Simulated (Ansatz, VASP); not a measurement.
## Two plane-wave programs on Ca

Contents of INCAR:

```
SYSTEM = Ca
ALGO = Normal ; EDIFF = 1E-7
ENCUT = 520 ; GGA = RE
ISIF = 2 ; ISMEAR = -1
LASPH = .TRUE. ; LCHARG = .TRUE.
LELF = .TRUE. ; LREAL = .FALSE.
LVHAR = .TRUE. ; LWAVE = .FALSE.
NBANDS = 17 ; NELM = 100
PREC = Accurate ; SIGMA = 0.1
```

KPOINTS

```
k-points
0
G
  7 7 7
  0 0 0
```

POSCAR

```
Ca
1.0
    0.0000000000      4.3683114087      4.3683114087
    4.3683114087      0.0000000000      4.3683114087
    4.3683114087      4.3683114087      0.0000000000
Ca
2
Direct
    0.1250000000      0.1250000000      0.1250000000
    0.8750000000      0.8750000000      0.8750000000
```

Input for Ansatz:

```yaml
crystal:
  lattice:
    - [0.0, 4.3683114087, 4.3683114087]
    - [4.3683114087, 0.0, 4.3683114087]
    - [4.3683114087, 4.3683114087, 0.0]
  atoms:
    - { symbol: Ca, position: [0.125, 0.125, 0.125] }
    - { symbol: Ca, position: [0.875, 0.875, 0.875] }
hamiltonian:
  xc: revpbe
  pseudopotentials:
    kind: paw
    azcp:
      Ca: "pseudopotentials/Ca.paw.azcp"
basis:
  ecutwfc: 420
  fft_grid_basis: typed
kpoints:
  mp_grid: { grid: [7, 7, 7], shift: [0, 0, 0] }
magnetization:
  spin_polarized: false
scf:
  occupations: { method: fermi_dirac, width: 0.1 }
  lower_state_search: "off"
output:
  stress: true
```

Alike in both runs: task single point; functional revPBE; k mesh 7 × 7 × 7; occupations fermi-dirac, width 0.1 eV; no spin polarisation.

```csv
,VASP,Ansatz
version,VASP 6.6.1,Ansatz 0.2.0
potentials or method,"VASP PAW PBE potentials, release 64 (Ca_sv)","plane waves (420 eV) with PAW, scalar-relativistic"
plane-wave cutoff (eV),520,420
valence electrons in the cell,20,20
```

```tsv
	VASP	Ansatz	Ansatz less VASP
pressure (GPa)	0.0	0.0	+0.01
```

With one functional, cell and mesh, what is left measures potentials, basis and numerics.

Caveats: the PAW data sets were made with another functional, which shifts forces and pressure a little (VASP).
